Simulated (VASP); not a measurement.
Here is a VASP 6.6.1 calculation.

INCAR

```
ALGO = Normal
EDIFF = 1E-7
EDIFFG = -0.002
ENCUT = 520
IBRION = 2
ISIF = 3
ISMEAR = 0
LASPH = T
LCHARG = F
LMIXTAU = T
LREAL = F
LWAVE = F
METAGGA = R2SCAN
NELM = 80
NSW = 80
PREC = Accurate
SIGMA = 0.02
```

Contents of KPOINTS:

```
k-points
0
Gamma
  10 10 10
```

File POSCAR:

```
GaP                                     
1.0
    0.0000000000      2.7251461178      2.7251461178
    2.7251461178      0.0000000000      2.7251461178
    2.7251461178      2.7251461178     -0.0000000000
  Ga              P             
     1     1
Direct
     0.0000000000000000    0.0000000000000000    0.0000000000000000
     0.2500000000000000    0.2500000000000000    0.2500000000000000
```

Potentials or basis: VASP PAW PBE potentials, release 64 (Ga_d, P).

Command:

```sh
$ cat potpaw_PBE.64/Ga_d/POTCAR potpaw_PBE.64/P/POTCAR > POTCAR
$ mpirun -np 1 vasp_std > vasp.out
```

(1) Estimate the band gap on the k mesh.

Results:

(1) 1.86 eV, indirect (least direct gap 2.35 eV).

Caveat: the relaxation stopped at its first step, so nothing moved.
